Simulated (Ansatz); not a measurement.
# Relativistic treatment of Fe

```yaml
crystal:
  lattice:
    - [2.43416, 0.00000, 0.00000]
    - [-1.21708, 2.10804, 0.00000]
    - [0.00000, 0.00000, 3.84193]
  atoms:
    - { symbol: Fe, position: [0.33333, 0.66667, 0.25000] }
    - { symbol: Fe, position: [0.66667, 0.33333, 0.75000] }
```

Atoms are numbered in the order listed.

The cell is the one relaxed in the Materials Project (mp-136), not relaxed further here; entries there can be hypothetical.

Spin polarisation is left out, and whether a magnetic state lies lower isn't shown here.

One fixed cell is solved with PBE by all-electron LAPW in Ansatz 0.2.0 under different relativistic treatments. Pressure is positive in compression.

The runs use a Γ-centred 17×17×10 k mesh, Fermi–Dirac smearing of 0.08 eV, basis error target 0.25 meV/atom, no spin polarisation.

```csv
setting,P (GPa),"lowest level at Γ above −25 eV, from the valence-band top or, without a gap, the Fermi level (eV)"
scalar-relativistic,10.81,-9.22
non-relativistic,?,?
with spin–orbit coupling,10.88,-9.23
```

Task: What belongs in the row "non-relativistic", column "lowest level at Γ above −25 eV, from the valence-band top or, without a gap, the Fermi level (eV)"?

Result: -8.86.

Task: Fill in "P (GPa)" for the row "non-relativistic".

Result: 14.99.
